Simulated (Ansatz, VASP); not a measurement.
## Two plane-wave programs on CsH

INCAR

```
SYSTEM = CsH
ALGO = Normal
EDIFF = 1E-6
ENCUT = 520
ISIF = 2
ISMEAR = 0
LASPH = .True.
LCHARG = .True.
LELF = .True.
LREAL = .False.
LVHAR = .True.
LWAVE = .False.
NBANDS = 12
NELM = 80
PREC = Accurate
SIGMA = 0.1
```

The input KPOINTS:

```
k-points
0
Gamma
  6 6 6
  0 0 0
```

File POSCAR:

```
CsH
1.0
    0.0000000000      3.1880000000      3.1880000000
    3.1880000000      0.0000000000      3.1880000000
    3.1880000000      3.1880000000      0.0000000000
Cs H
1 1
Direct
    0.0000000000      0.0000000000      0.0000000000
    0.5000000000      0.5000000000      0.5000000000
```

Input for Ansatz:

```yaml
crystal:
  lattice:
    - [0.0, 3.188, 3.188]
    - [3.188, 0.0, 3.188]
    - [3.188, 3.188, 0.0]
  atoms:
    - { symbol: Cs, position: [0.0, 0.0, 0.0] }
    - { symbol: H, position: [0.5, 0.5, 0.5] }
basis:
  ecutwfc: 420
kpoints:
  mp_grid: { grid: [6, 6, 6] }
hamiltonian:
  xc: lda
scf:
  occupations: { method: gaussian, width: 0.1 }
output:
  forces: true
  stress: true
  eigenvalues: true
```

Alike in both runs: task single point; functional LDA; k mesh 6 × 6 × 6; occupations gaussian, width 0.1 eV; no spin polarisation.

|  | VASP | Ansatz |
| --- | --- | --- |
| version | VASP 6.6.1 | Ansatz 0.2.0 |
| potentials or method | VASP PAW LDA potentials, release 64 (Cs_sv, H) | scalar-relativistic, plane waves, PAW |
| plane-wave cutoff (eV) | 520 | 420 |
| valence electrons in the cell | 10 | 10 |

|  | VASP | Ansatz | Ansatz less VASP |
| --- | --- | --- | --- |
| gap on the k mesh at the Fermi level (eV) | 1.94 | 1.95 | +0.018 |
| least direct gap on the mesh (eV) | 1.94 | 1.95 | +0.018 |
| pressure (GPa) | -1.2 | -1.3 | -0.02 |

Caveats: spin-orbit coupling is left out, which moves the levels of the heavy elements. A k mesh can miss the band edges.
